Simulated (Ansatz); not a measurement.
Start from Sb₂Te₃ in the Bi2Te3 type structure (space group R-3m, No. 166; a = 4.276 Å, c = 29.825 Å (hexagonal axes)). Axes: x lies along a and z along c of the hexagonal cell.

Structures relaxed with Kohn–Sham DFT with the PBE-D3(BJ) functional, run in Ansatz (a first-principles code) with PAW and 420 eV plane waves, spin-orbit coupling left out.

Base:

Simulated powder pattern, Mo Kα, λ = 0.71073 Å (kinematic, ideal powder, no thermal factors, no anomalous dispersion; the 14 strongest lines at most, above 2 %, up to 2θ = 40°):

| 2θ (°) | I/Imax (%) | hkl |
|---|---|---|
| 12.97 | 100 | (015) |
| 17.60 | 40 | (1 0 10) |
| 19.14 | 38 | (110) |
| 20.59 | 7.0 | (0 0 15) |
| 23.19 | 21 | (205) |
| 26.11 | 13 | (0 2 10) |
| 28.25 | 17 | (1 1 15) |
| 29.77 | 5.3 | (0 1 20) |
| 30.23 | 19 | (125) |
| 31.49 | 3.5 | (1 1 18) |
| 32.58 | 13 | (2 1 10) |
| 33.46 | 7.2 | (300) |
| 38.83 | 4.4 | (220) |
| 39.61 | 5.6 | (3 0 15) |

It is then changed as follows: tensile biaxial strain of 3.17 % in the plane normal to [001], as in epitaxy on a mismatched substrate; the out-of-plane cell vector and the atoms relax.

How do the reflections move or split?


Simulated powder pattern, Mo Kα, λ = 0.71073 Å (kinematic, ideal powder, no thermal factors, no anomalous dispersion; the 14 strongest lines at most, above 2 %, up to 2θ = 40°):

```json
[
 {"2θ (°)": "12.81", "d (Å)": "3.184", "I/Imax (%)": "100", "hkl": "(015)"},
 {"2θ (°)": "17.77", "d (Å)": "2.301", "I/Imax (%)": "38", "hkl": "(1 0 10)"},
 {"2θ (°)": "18.54", "d (Å)": "2.206", "I/Imax (%)": "40", "hkl": "(110)"},
 {"2θ (°)": "21.32", "d (Å)": "1.921", "I/Imax (%)": "6.3", "hkl": "(0 0 15)"},
 {"2θ (°)": "22.60", "d (Å)": "1.813", "I/Imax (%)": "23", "hkl": "(205)"},
 {"2θ (°)": "25.79", "d (Å)": "1.592", "I/Imax (%)": "13", "hkl": "(0 2 10)"},
 {"2θ (°)": "28.40", "d (Å)": "1.449", "I/Imax (%)": "16", "hkl": "(1 1 15)"},
 {"2θ (°)": "29.39", "d (Å)": "1.401", "I/Imax (%)": "21", "hkl": "(125)"},
 {"2θ (°)": "30.57", "d (Å)": "1.348", "I/Imax (%)": "4.9", "hkl": "(0 1 20)"},
 {"2θ (°)": "31.95", "d (Å)": "1.291", "I/Imax (%)": "14", "hkl": "(2 1 10)"},
 {"2θ (°)": "32.41", "d (Å)": "1.274", "I/Imax (%)": "7.7", "hkl": "(300)"},
 {"2θ (°)": "37.59", "d (Å)": "1.103", "I/Imax (%)": "4.7", "hkl": "(220)"},
 {"2θ (°)": "39.12", "d (Å)": "1.061", "I/Imax (%)": "5.7", "hkl": "(0 3 15)"},
 {"2θ (°)": "39.87", "d (Å)": "1.042", "I/Imax (%)": "7.4", "hkl": "(315)"}
]
```

The indices refer to the base's conventional cell; one index is shown for lines that coincide.

No phonon test of stability was made.
